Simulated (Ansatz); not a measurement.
Cu: enthalpy against pressure

Cu, P6_3/mmc, a = 2.521 Å, c = 4.117 Å. This isn't the element's structure at ambient conditions. Ansatz: PBEsol, PAW, 420 eV, Γ-centred 18×18×10 mesh on 2 atoms, Gaussian smearing 0.10 eV; no spin polarisation. Cell and atoms are relaxed at each pressure, and no other structure is tried, so the rows at high pressure may lie past a change of phase. y is the enthalpy over the state at zero pressure; there V0 = 11.325 Å³/atom. The pressures are the targets, met within 0.07 GPa.

```tsv
P (GPa)	y (eV/atom)
-1.0	-0.0709
0.0	0.0000
1.0	0.0705
4.0	0.2795
12.0	?
25.0	1.6624
50.0	3.1770
90.0	5.4168
```

Task: Fit y = c1 P + c2 P² + c3 P³ to the other rows, say what c1 and c2 mean, and predict the missing value.

Result: Least squares on the rows shown. y = 0.070191 P − 0.00016057 P² + 5.4897×10⁻⁷ P³. Since dH/dP = V, c1 is V0: 0.070191 eV/GPa × 160.2 = 11.245 Å³ against 11.325; c2 = −V0/(2B0) gives B0 = 219 GPa, where a Birch–Murnaghan fit to the volumes of the same runs (not shown) gives 166 GPa: a cubic over this range folds the higher terms into c2. At P = 12.0 the fit asked for gives 0.8201 eV/atom. The run gave 0.8213 eV/atom, so the fit is 0.0012 eV/atom too low, within twice the rms miss on the fitted rows (0.0007 eV/atom).

The mesh isn't the same in all rows (18×18×10, 24×24×12).